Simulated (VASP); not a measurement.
SnTe:

```
CELL_PARAMETERS angstrom
0.00000 3.15085 3.15085
3.15085 0.00000 3.15085
3.15085 3.15085 0.00000
ATOMIC_POSITIONS crystal
Te 0.50000 0.50000 0.50000
Sn 0.00000 0.00000 0.00000
```

Base run:

```yaml
Program: VASP 6.6.1
Functional: SCAN
Potentials_or_basis: VASP PAW PBE potentials, release 64 (Te, Sn_d)
Cutoff: 520 eV
k_mesh: 5 × 5 × 5
Occupations: fermi-dirac, width 0.05 eV
Spin: spin-orbit coupling, no magnetisation
```

Its results: pressure 0.8 GPa.

Question: The run is repeated on the same cell with these changes: functional from SCAN to r2SCAN; further incar settings from ALGO = Normal; EDIFF = 1e-06 to ALGO = Normal; EDIFF = 1e-07. What comes out?

Answer: Pressure 1.6 GPa.

Caveats: the PAW data sets were made with another functional, which shifts forces and pressure a little.

Not every run made on this cell is shown here.
